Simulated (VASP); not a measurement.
# Li16H (a cell with a defect) in VASP: notebook, part 2 of 2

VASP 6.6.1. Earlier steps stand in the parts before.

### Step 3. Single point, LDA

Contents of INCAR:

```
SYSTEM = Li16H
  PREC = Accurate
  ENCUT = 520
  EDIFF = 1E-7
  ISMEAR = -1
  SIGMA = 0.15
  LREAL = Auto
  LASPH = .TRUE.
  NELM = 60
  ALGO = Fast
  ISIF = 2
  LWAVE = .FALSE.
  LCHARG = .FALSE.
  GGA = CA
  NBANDS = 38
```

Contents of KPOINTS:

```
regular mesh
0
G
  3 3 3
  0 0 0
```

Contents of POSCAR:

```
Li16H
1.0
    6.9800000000      0.0000000000      0.0000000000
    0.0000000000      6.9800000000      0.0000000000
    0.0000000000      0.0000000000      6.9800000000
Li H
16 1
Direct
    0.0213896848     -0.0209885387      0.0068194842
    0.5475787966      0.0328366762      0.0511031519
   -0.0170200573      0.5290544413     -0.0007020057
    0.0649140401      0.0542406877      0.4701862464
    0.2375501433      0.3016905444      0.2148280802
    0.5120630372      0.5134097421      0.0082234957
    0.5011891117     -0.0183954155      0.4519054441
    0.8016045845      0.2537535817      0.1898137536
   -0.0183810888      0.4639971347      0.5624785100
    0.2367621777      0.7287535817      0.2158452722
    0.2783810888      0.2652292264      0.7451289398
    0.5116762178      0.4474928367      0.5091833811
    0.7712750716      0.7400716332      0.2831661891
    0.7846131805      0.2804871060      0.7888395415
    0.3006446991      0.7353295129      0.7229512894
    0.7190687679      0.7227650430      0.8031805158
    0.7592979943      0.0466618911      0.1250859599
```

Potentials or basis: VASP PAW LDA potentials, release 64 (Li_sv, H).

Started as:

```
$ cat potpaw_LDA.64/Li_sv/POTCAR potpaw_LDA.64/H/POTCAR > POTCAR
$ mpirun -np 1 vasp_std > vasp.out
```

OUTCAR:

```text
SYSTEM = Li16H
   PREC = Accurate
   ENCUT = 520
   EDIFF = 1E-7
   ISMEAR = -1
   LREAL = Auto
   LASPH = .TRUE.
   NELM = 60
   ISIF = 2
   GGA = CA

 ion  position               nearest neighbor table
   1  0.021  0.979  0.007-
   2  0.548  0.033  0.051-  17 1.57   8 2.54
   3  0.983  0.529  0.999-
   4  0.065  0.054  0.470-
   5  0.238  0.302  0.215-
   6  0.512  0.513  0.008-  16 2.50
   7  0.501  0.982  0.452-
   8  0.802  0.254  0.190-  17 1.54   2 2.54
   9  0.982  0.464  0.562-  14 2.46
  10  0.237  0.729  0.216-
  11  0.278  0.265  0.745-
  12  0.512  0.447  0.509-
  13  0.771  0.740  0.283-
  14  0.785  0.280  0.789-   9 2.46
  15  0.301  0.735  0.723-
  16  0.719  0.723  0.803-   6 2.50
  17  0.759  0.047  0.125-   8 1.54   2 1.57

  LATTYP: Found a simple cubic cell.
 ALAT       =     6.9800000000

  Lattice vectors:

 A1 = (   6.9800000000,   0.0000000000,   0.0000000000)
 A2 = (   0.0000000000,   6.9800000000,   0.0000000000)
 A3 = (   0.0000000000,   0.0000000000,   6.9800000000)

Analysis of symmetry for initial positions (statically):
=====================================================================
 Subroutine PRICEL returns:
 Original cell was already a primitive cell.

 Routine SETGRP: Setting up the symmetry group for a
 simple cubic supercell.

 Subroutine GETGRP returns: Found  1 space group operations
 (whereof  1 operations were pure point group operations)
 out of a pool of 48 trial point group operations.

The static configuration has the point symmetry C_1 .

Analysis of symmetry for dynamics (positions and initial velocities):
=====================================================================
 Subroutine PRICEL returns:
[... 149 lines left out ...]
  volume/ion in A,a.u.               =      20.00       134.99
  Fermi-wavevector in a.u.,A,eV,Ry     =   0.858258  1.621873 10.022155  0.736608
  Thomas-Fermi vector in A             =   1.975436
   LORBIT       =      0    0 simple, 1 ext, 2 COOP (PROOUT), +10 PAW based schemes
   GGA     = CA    functional components
   LHFCALC =     F    Hartree Fock is set to
   AEXX    =    0.0000 exact exchange contribution
   IVDW    =     0    specifies the selected vdW correction
   LEPSILON=     F    determine dielectric tensor
   LRPA    =     F    only Hartree local field effects (RPA)
 non-spin polarized calculation
 RMM-DIIS sequential band-by-band and
  energy-cutoff  :      520.00
  volume of cell :      340.07
 maximum number of plane-waves:      9180
 NGX is ok and might be reduce to    54
   NGX = 25   NGY = 25   NGZ = 25

 number of electron      49.0000002 magnetization

 Free energy of the ion-electron system (eV)
  ---------------------------------------------------
  ext. energy  EPLUGINS =         0.00000000
  ---------------------------------------------------
  free energy    TOTEN  =       -35.40947064 eV

  energy without entropy =      -34.84310805  energy(sigma->0) =      -35.12628935

 E-fermi :   0.4626     XC(G=0):  -7.0425

 val. band max:        0.4598776305   @ k =   0.3333   0.3333   0.0000
 cond. band min:       0.4724698302   @ k =  -0.3333   0.3333   0.0000
 fundamental gap:      0.0125921997
 Fermi energy:         0.4626162681

 k-point     1 :       0.0000    0.0000    0.0000
  band No.  band energies     occupation
      1     -45.5569      2.00000
      2     -45.4807      2.00000
      3     -45.4612      2.00000
      4     -45.3822      2.00000
      5     -45.3245      2.00000
      6     -45.3226      2.00000
[... 535 lines left out ...]
     35       3.4480      0.00000
     36       3.7114      0.00000
 [bands above 36 left out]

------------------------ aborting loop because EDIFF is reached ----------------------------------------

  FORCE on cell =-STRESS in cart. coord.  units (eV):
  Direction    XX          YY          ZZ          XY          YZ          ZX
  --------------------------------------------------------------------------------------
  -------------------------------------------------------------------------------------
  Total       -0.7710285     -0.3832455     -2.2091620      1.0348322     -0.1207408      0.6546151
  in kB       -3.6325763     -1.8055995    -10.4081100      4.8754450     -0.5688507      3.0841134
  external PRESSURE =      -5.2820953 kB  Pullay stress =       0.0000000 kB

 VOLUME and BASIS-vectors are now :
 -----------------------------------------------------------------------------
  energy-cutoff  :      520.00
  volume of cell :      340.07
      direct lattice vectors                 reciprocal lattice vectors
     6.980000000  0.000000000  0.000000000     0.143266476  0.000000000  0.000000000
     0.000000000  6.980000000  0.000000000     0.000000000  0.143266476  0.000000000
     0.000000000  0.000000000  6.980000000     0.000000000  0.000000000  0.143266476

 POSITION                                       TOTAL-FORCE (eV/Angst)
 -----------------------------------------------------------------------------------
      0.14930      6.83350      0.04760        -0.279884      0.202396     -0.091451
      3.82210      0.22920      0.35670        -1.017457     -0.230494     -0.520465
      6.86120      3.69280      6.97510         0.377910      0.002394     -0.146462
      0.45310      0.37860      3.28190        -0.212688     -0.289244      0.170120
      1.65810      2.10580      1.49950         0.102749     -0.123227      0.101516
      3.57420      3.58360      0.05740        -0.068275     -0.166692      0.151803
[... 9 lines left out ...]
      5.01910      5.04490      5.60620         0.166258      0.384030     -0.507847
      5.29990      0.32570      0.87310         0.737732     -1.022019     -0.065467
 -----------------------------------------------------------------------------------
    total drift:                                0.007355      0.005959      0.003080

  FREE ENERGIE OF THE ION-ELECTRON SYSTEM (eV)
  ---------------------------------------------------
  free  energy   TOTEN  =       -35.4094706440 eV

  energy  without entropy=      -34.8431080481  energy(sigma->0) =      -35.12628935
```

stdout:

```text
POSCAR found type information on POSCAR LiH
 POSCAR found :  2 types and      17 ions
 scaLAPACK will be used
 LDA part: xc-table for (Slater(with rela. corr.)+CA(PZ))
[... 26 lines left out ...]
 num prob  num prob  num prob  num prob  num prob  num prob  num prob RMM:  41    -0.354094703635E+02   -0.13594E-06   -0.14955E-06   999   0.264E-03    0.159E-03
 num prob  num prob  num prob  num prob WARNING in EDDRMM: call to ZHEGV failed, returncode =   8  4     22
 num prob  num prob RMM:  42    -0.354094704723E+02   -0.10881E-06   -0.12169E-06   962   0.254E-03    0.160E-03
 num prob  num prob  num prob  num prob  num prob  num prob  num prob  num prob RMM:  43    -0.354094705672E+02   -0.94852E-07   -0.10737E-06   991   0.248E-03    0.162E-03
 num prob  num prob  num prob  num prob  num prob  num prob RMM:  44    -0.354094706440E+02   -0.76760E-07   -0.88021E-07   979   0.238E-03
```

Run time: 11 min. Hardware: 1 thread of Intel Xeon Platinum 8488C (Sapphire Rapids), shared host; peak memory 0.35 GiB.

What came out:

```yaml
Free_energy: -35.4095 eV
Largest_force: 1.262 eV/Å
Band_gap_on_the_k_mesh: none (metal or under the smearing width)
```

Forces on the atoms (eV/Å):
```
Li  -0.280  0.202 -0.091
Li  -1.017 -0.230 -0.520
Li   0.378  0.002 -0.146
Li  -0.213 -0.289  0.170
Li   0.103 -0.123  0.102
Li  -0.068 -0.167  0.152
Li   0.054  0.274  0.222
Li   0.061  0.903  0.772
Li   0.276  0.487 -0.547
Li   0.273  0.043  0.355
Li  -0.038 -0.182  0.442
Li   0.197  0.173 -0.311
Li   0.062  0.072 -0.126
Li  -0.393 -0.611 -0.022
Li  -0.298  0.083  0.122
Li   0.166  0.384 -0.508
H    0.738 -1.022 -0.065
```

Caveat: the cutoff is under 1.25 times the usual one of these potentials, so pressure, stress and relaxed cells hold a basis-set (Pulay) error.

### Step 4. Single point, LDA

Contents of INCAR:

```
SYSTEM = Li16H
PREC     = Accurate       ! precision mode
ENCUT    = 520            ! plane-wave cutoff, eV
EDIFF    = 1E-7           ! SCF threshold, eV
ISMEAR   = -1             ! smearing method
SIGMA    = 0.15           ! smearing width, eV
LREAL    = Auto         
LASPH    = .TRUE.         ! aspherical terms in the spheres
NELM     = 60             ! most SCF steps
ALGO     = Fast           ! electronic algorithm
ISIF     = 2              ! what is computed and relaxed
LWAVE    = .FALSE.        ! write WAVECAR
LCHARG   = .FALSE.        ! write CHGCAR
NBANDS   = 38             ! bands
```

Contents of KPOINTS:

```
Automatic mesh
0
G
  3 3 3
  0 0 0
```

Contents of POSCAR:

```
Li16H
1.0
    6.9800000000      0.0000000000      0.0000000000
    0.0000000000      6.9800000000      0.0000000000
    0.0000000000      0.0000000000      6.9800000000
Li H
16 1
Direct
   -0.0083734368      0.0000084977      0.0101188854
    0.5083931372      0.0000079980      0.0102857796
    0.0059305797      0.5000226730     -0.0038968121
    0.0023408032      0.0000038609      0.5037506325
    0.2507014334      0.2556744674      0.2541905199
    0.4943413313      0.5000231647     -0.0039685541
    0.4966648039      0.0000027835      0.5051859003
    0.7501942812      0.2401453149      0.2391207361
   -0.0024732219      0.5000021211      0.4981072269
    0.2507018345      0.7443346621      0.2541921197
    0.2501159220      0.2476929396      0.7518887861
    0.5033147008      0.5000009445      0.4977823428
    0.7501936347      0.7598511696      0.2391181281
    0.7501219670      0.2519949063      0.7463312544
    0.2501147464      0.7523341649      0.7519003385
    0.7501208507      0.7479686999      0.7462816425
    0.7533904328      0.0001253317      0.1204740734
```

Potentials or basis: VASP PAW LDA potentials, release 64 (Li_sv, H).

Started as:

```
$ cat potpaw_LDA.64/Li_sv/POTCAR potpaw_LDA.64/H/POTCAR > POTCAR
$ mpirun -np 1 vasp_std > vasp.out
```

OUTCAR:

```text
SYSTEM = Li16H
   PREC = Accurate
   ENCUT = 520
   EDIFF = 1E-7
   ISMEAR = -1
   LREAL = Auto
   LASPH = .TRUE.
   NELM = 60
   ISIF = 2

 ion  position               nearest neighbor table
   1  0.992  0.000  0.010-
   2  0.508  0.000  0.010-
   3  0.006  0.500  0.996-
   4  0.002  0.000  0.504-
   5  0.251  0.256  0.254-
   6  0.494  0.500  0.996-
[... 9 lines left out ...]
  16  0.750  0.748  0.746-
  17  0.753  0.000  0.120-

  LATTYP: Found a simple cubic cell.
 ALAT       =     6.9800000000

  Lattice vectors:

 A1 = (   6.9800000000,   0.0000000000,   0.0000000000)
 A2 = (   0.0000000000,   6.9800000000,   0.0000000000)
 A3 = (   0.0000000000,   0.0000000000,   6.9800000000)

Analysis of symmetry for initial positions (statically):
=====================================================================
 Subroutine PRICEL returns:
 Original cell was already a primitive cell.

 Routine SETGRP: Setting up the symmetry group for a
 simple cubic supercell.

 Subroutine GETGRP returns: Found  1 space group operations
 (whereof  1 operations were pure point group operations)
 out of a pool of 48 trial point group operations.

The static configuration has the point symmetry C_1 .

Analysis of symmetry for dynamics (positions and initial velocities):
=====================================================================
 Subroutine PRICEL returns:
 Original cell was already a primitive cell.

 Routine SETGRP: Setting up the symmetry group for a
 simple cubic supercell.

 Subroutine GETGRP returns: Found  1 space group operations
 (whereof  1 operations were pure point group operations)
 out of a pool of 48 trial point group operations.

[... 139 lines left out ...]
     AMIX_MAG =   1.60;   BMIX_MAG =  1.00
  volume/ion in A,a.u.               =      20.00       134.99
  Fermi-wavevector in a.u.,A,eV,Ry     =   0.858258  1.621873 10.022155  0.736608
  Thomas-Fermi vector in A             =   1.975436
   LORBIT       =      0    0 simple, 1 ext, 2 COOP (PROOUT), +10 PAW based schemes
   GGA     = CA    functional components
   LHFCALC =     F    Hartree Fock is set to
   AEXX    =    0.0000 exact exchange contribution
   IVDW    =     0    specifies the selected vdW correction
   LEPSILON=     F    determine dielectric tensor
   LRPA    =     F    only Hartree local field effects (RPA)
 non-spin polarized calculation
 RMM-DIIS sequential band-by-band and
  energy-cutoff  :      520.00
  volume of cell :      340.07
 maximum number of plane-waves:      9180
 NGX is ok and might be reduce to    54
   NGX = 25   NGY = 25   NGZ = 25

 number of electron      48.9999982 magnetization

 Free energy of the ion-electron system (eV)
  ---------------------------------------------------
  ext. energy  EPLUGINS =         0.00000000
  ---------------------------------------------------
  free energy    TOTEN  =       -36.86289782 eV

  energy without entropy =      -36.28703429  energy(sigma->0) =      -36.57496606

 E-fermi :   0.4701     XC(G=0):  -7.0725

 val. band max:        0.2755976860   @ k =   0.0000   0.0000   0.3333
 cond. band min:       0.4885882501   @ k =  -0.3333   0.3333   0.0000
 fundamental gap:      0.2129905641
 Fermi energy:         0.4701383281

 k-point     1 :       0.0000    0.0000    0.0000
  band No.  band energies     occupation
      1     -45.2931      2.00000
      2     -45.2900      2.00000
      3     -45.2819      2.00000
      4     -45.2756      2.00000
      5     -45.1868      2.00000
      6     -45.1809      2.00000
[... 535 lines left out ...]
     35       3.6537      0.00000
     36       3.6725      0.00000
 [bands above 36 left out]

------------------------ aborting loop because EDIFF is reached ----------------------------------------

  FORCE on cell =-STRESS in cart. coord.  units (eV):
  Direction    XX          YY          ZZ          XY          YZ          ZX
  --------------------------------------------------------------------------------------
  -------------------------------------------------------------------------------------
  Total       -3.2531290     -3.3456633     -3.4006034     -0.0001378      0.0022255     -0.0516274
  in kB      -15.3265920    -15.7625528    -16.0213941     -0.0006492      0.0104852     -0.2432343
  external PRESSURE =     -15.7035130 kB  Pullay stress =       0.0000000 kB

 VOLUME and BASIS-vectors are now :
 -----------------------------------------------------------------------------
  energy-cutoff  :      520.00
  volume of cell :      340.07
      direct lattice vectors                 reciprocal lattice vectors
     6.980000000  0.000000000  0.000000000     0.143266476  0.000000000  0.000000000
     0.000000000  6.980000000  0.000000000     0.000000000  0.143266476  0.000000000
     0.000000000  0.000000000  6.980000000     0.000000000  0.000000000  0.143266476

 POSITION                                       TOTAL-FORCE (eV/Angst)
 -----------------------------------------------------------------------------------
      6.92155      0.00006      0.07063        -0.014351      0.000032     -0.016615
      3.54858      0.00006      0.07179         0.073984      0.000097      0.005750
      0.04140      3.49016      6.95280        -0.009677     -0.000036      0.004428
      0.01634      0.00003      3.51618         0.003777     -0.000018     -0.000953
      1.74990      1.78461      1.77425        -0.001982     -0.008364      0.001786
      3.45050      3.49016      6.95230         0.010572      0.000037      0.001683
[... 9 lines left out ...]
      5.23584      5.22082      5.20905         0.000034     -0.002485     -0.001222
      5.25867      0.00087      0.84091        -0.064073     -0.002157      0.017515
 -----------------------------------------------------------------------------------
    total drift:                                0.001381      0.000507      0.010962

  FREE ENERGIE OF THE ION-ELECTRON SYSTEM (eV)
  ---------------------------------------------------
  free  energy   TOTEN  =       -36.8628978202 eV

  energy  without entropy=      -36.2870342913  energy(sigma->0) =      -36.57496606
```

stdout:

```text
POSCAR found type information on POSCAR LiH
 POSCAR found :  2 types and      17 ions
 scaLAPACK will be used
 LDA part: xc-table for (Slater(with rela. corr.)+CA(PZ))
 , standard interpolation
[... 18 lines left out ...]
 num prob  num prob RMM:  30    -0.368628975471E+02   -0.49212E-06   -0.20939E-06  1243   0.253E-03    0.107E-02
 num prob  num prob  num prob  num prob  num prob  num prob  num prob  num prob  num prob  num prob  num prob  num prob RMM:  31    -0.368628976769E+02   -0.12983E-06   -0.13190E-06  1124   0.215E-03    0.107E-02
 num prob  num prob  num prob WARNING in EDDRMM: call to ZHEGV failed, returncode =   8  4     24
WARNING in EDDRMM: call to ZHEGV failed, returncode =   8  4     31
 num prob WARNING in EDDRMM: call to ZHEGV failed, returncode =   8  4     26
 num prob  num prob  num prob  num prob  num prob WARNING in EDDRMM: call to ZHEGV failed, returncode =   8  4     25
 num prob  num prob  num prob RMM:  33    -0.368628978202E+02   -0.30209E-07   -0.86934E-07   937   0.187E-03
```

It took 8.2 min on 1 thread of Intel Xeon Platinum 8488C (Sapphire Rapids), shared host; peak memory 0.35 GiB.

What came out:

- Free energy: -36.8629 eV
- Largest force: 0.074 eV/Å
- Band gap on the k mesh: none (metal or under the smearing width)

Forces on the atoms (eV/Å):
```
Li  -0.014  0.000 -0.017
Li   0.074  0.000  0.006
Li  -0.010  0.000  0.004
Li   0.004  0.000 -0.001
Li  -0.002 -0.008  0.002
Li   0.011  0.000  0.002
Li   0.003  0.000 -0.003
Li   0.002 -0.062 -0.007
Li  -0.003  0.000 -0.010
Li  -0.002  0.008  0.002
Li  -0.002 -0.006  0.011
Li   0.003  0.000 -0.007
Li   0.002  0.064 -0.008
Li   0.000  0.003 -0.001
Li  -0.001  0.006  0.011
Li   0.000 -0.002 -0.001
H   -0.064 -0.002  0.018
```

Caveat: the cutoff is under 1.25 times the usual one of these potentials, so pressure, stress and relaxed cells hold a basis-set (Pulay) error.
